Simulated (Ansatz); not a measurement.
# Structures of SiN2: which is lowest?

Plane-wave DFT in Ansatz with scalar-relativistic PAW potentials, cutoff 420 eV, Γ-centred meshes chosen by cell and gap, Gaussian smearing with energies taken to zero width. Every cell was relaxed (cell and atoms) in a run of its own, within the symmetry of its start. Functional: LDA.

Relaxed structures (starts from databases or built by putting these elements on another compound's sites):
A. Imma, 12 atoms in the computed cell, a = 5.787 Å, b = 11.293 Å, c = 7.771 Å; sites (symmetry × multiplicity) Si m.. × 8, N .2. × 8 + 2/m.. × 4 + mm2 × 4; start: built
B. I-42d, 6 atoms in the computed cell, a = 4.412 Å, c = 9.964 Å; sites (symmetry × multiplicity) Si -4.. × 4, N .2. × 8; start: built

Task: Rank them by energy. Could pressure change the order?

Result:
```tsv
structure	group	E − E(lowest) (meV/atom)	V (Å³/atom)	gap on mesh (eV)
B	I-42d	0.0	16.16	0.00
A	Imma	89	21.16	0.00
```

B is lowest, 89 meV/atom under A. The lowest is also the densest of these, so pressure wouldn't bring one of the others in at first order. Other structures may lie lower than all of these, and vibrations aren't counted.

Spin polarisation was left out, and a magnetic state may lie lower.